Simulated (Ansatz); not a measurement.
**The bulk modulus of ZnS from a series of volumes**

Reference cell: a COD entry whose atoms were relaxed with PBE, the cell held.

```cif
data_structure
_symmetry_space_group_name_H-M 'P 1'
_symmetry_Int_Tables_number 1
_cell_length_a 15.7823
_cell_length_b 15.7823
_cell_length_c 15.7823
_cell_angle_alpha 13.939
_cell_angle_beta 13.939
_cell_angle_gamma 13.939
_cell_volume 198.52
loop_
_atom_site_label
_atom_site_type_symbol
_atom_site_fract_x
_atom_site_fract_y
_atom_site_fract_z
_atom_site_occupancy
Zn1 Zn 0.00005 0.00005 0.00005 1
Zn2 Zn 0.73333 0.73333 0.73333 1
Zn3 Zn 0.46661 0.46661 0.46661 1
Zn4 Zn 0.86665 0.86665 0.86665 1
Zn5 Zn 0.60001 0.60001 0.60001 1
S6 S 0.05007 0.05007 0.05007 1
S7 S 0.78329 0.78329 0.78329 1
S8 S 0.51664 0.51664 0.51664 1
S9 S 0.91667 0.91667 0.91667 1
S10 S 0.65003 0.65003 0.65003 1
```

Atoms are numbered from 1 in the order listed; like atoms form one site, named after its first atom.

All values are calculated (Ansatz; DFT, PBE, plane waves and PAW, scalar-relativistic, 420 eV cutoff, Γ-centred 13×13×13 k-points, Fermi–Dirac smearing 0.02 eV), not measured.

The cell is scaled uniformly, and the ions relax again at each size.

```
V/V₀  pressure (GPa)  gap on the k-mesh (eV)
0.94             6.5                    2.43
0.96             4.5                    2.33
0.98               ?                       ?
1.00             1.2                    2.15
1.02            -0.2                    2.06
1.04            -1.5                    1.97
1.06            -2.6                    1.89
```

Question: Estimate the row at V/V₀ = 0.98 and the bulk modulus.

Answer: pressure (GPa): 2.8; gap on the k-mesh (eV): 2.24. Worked: a parabola in ln(V/V₀) through the other 6 rows gives 2.8 GPa there. It crosses zero pressure at V/V₀ = 1.017, the equilibrium volume of this functional, where the bulk modulus is B = −dP/d ln V = 70 GPa. The shape of the cell is held, so in this non-cubic crystal both values are those of uniform scaling, and B is an upper bound to the hydrostatic one. The gap falls as the cell grows, by 0.045 eV per per cent of volume.

PBE gaps are too small, by a third to a half in many semiconductors; their changes with volume are better.
